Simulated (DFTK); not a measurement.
**BAs under changes of volume**

One of the cells (13.626 Å³/atom); the others are scaled copies at fixed shape and fractional positions:

```xyz
2
Lattice="0.0000 2.3885 2.3885 2.3885 0.0000 2.3885 2.3885 2.3885 0.0000" Properties=species:S:1:pos:R:3 pbc="T T T"
As    3.5827    3.5827    3.5827
B     0.0000    0.0000    0.0000
```

- Program: DFTK 0.8.2
- Functional: PBEsol
- Potentials or basis: cp2k.nc.sr.pbe.v0_1.semicore.gth (PBE, GTH)
- Cutoff: 762 eV
- k mesh: 9 × 9 × 9
- Occupations: fermi-dirac, width 0.05 eV
- Spin: no spin polarisation

```tsv
volume (Å³/atom)	energy over the lowest point (meV/atom)	gap on the mesh (eV)
12.809	33.73	1.00
13.081	16.94	1.02
13.354	6.13	1.05
13.626	0.64	1.07
13.899	0.00	1.09
14.171	3.69	1.11
14.444	?	?
```

What does the run at 14.444 Å³/atom give?

Energy over the lowest point 11.43 meV/atom; gap on the mesh 1.13 eV.

Worked out: A Birch-Murnaghan fit of order 3 (a polynomial in V^(-2/3)) to the other rows has its minimum at 13.80 Å³/atom with B0 = V·E''(V) = 134 GPa and B' = 4.4. It gives 11.30 meV/atom at 14.444 Å³/atom, against the run's 11.43. A straight line through the other rows of the gap, of slope 1.1 eV per unit of ln V, extrapolates to 1.13 eV, against the run's 1.13.

Energies are extrapolated to zero smearing.

Caveats: the potentials were made for another functional, which shifts forces and pressure; an odd mesh through Γ misses points on the zone boundary, where band edges often lie. Spin-orbit coupling on As is left out.
